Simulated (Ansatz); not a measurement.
## Pressure against volume: WSe$_{2}$

```
W Se
1.0
     3.29000    0.00000    0.00000
    -1.64500    2.84922    0.00000
     0.00000    0.00000   12.97000
W Se
2 4
Direct
  0.33333 0.66667 0.25000
  0.66667 0.33333 0.75000
  0.33333 0.66667 0.62100
  0.66667 0.33333 0.12100
  0.33333 0.66667 0.87900
  0.66667 0.33333 0.37900
```

The cell is COD entry 9009146, as deposited and not checked against the literature; nothing was relaxed.

No spin–orbit coupling, which matters for the heavy atoms here.

Methods: DFT, PBEsol, all-electron LAPW, scalar-relativistic (Ansatz 0.2.0); DFT, PBEsol, PAW with Ansatz's default frozen-core files, scalar-relativistic (Ansatz 0.2.0).

For LAPW: a Γ-centred 11×11×3 k mesh, Fermi–Dirac smearing of 0.08 eV, basis error target 0.5 meV/atom, no spin polarisation. PAW takes a cutoff of 420 eV at this cell (files made with PBE, cores remade for this functional). The Ansatz runs share mesh, smearing and spin set-up. Plane-wave (PAW) pressures include the program's estimate of the Pulay term.

The cell above is scaled evenly, with fractional coordinates and shape held.

(1) Estimate the equilibrium volume and bulk modulus that all-electron LAPW gives for this fixed shape.

Answers

(1) V0 = 20.09 Å³/atom, B0 = 143 GPa, B0′ = 4.4, from a third-order Birch–Murnaghan fit to these pressures:
| V/V(cell) | V (Å³/atom) | P, LAPW (GPa) | P, PAW (GPa) | gap on the k mesh, LAPW (eV) |
| --- | --- | --- | --- | --- |
| 0.9400 | 19.048 | 8.61 | 8.59 | 0.85 |
| 0.9600 | 19.453 | 4.98 | 4.94 | 0.88 |
| 0.9800 | 19.858 | 1.72 | 1.68 | 0.90 |
| 0.9900 | 20.061 | 0.22 | 0.18 | 0.91 |
| 1.0000 | 20.263 | -1.20 | -1.25 | 0.92 |
| 1.0100 | 20.466 | -2.55 | -2.59 | 0.92 |
| 1.0200 | 20.669 | -3.82 | -3.87 | 0.93 |
| 1.0400 | 21.074 | -6.17 | -6.21 | 0.95 |
| 1.0600 | 21.479 | -8.27 | -8.31 | 0.96 |
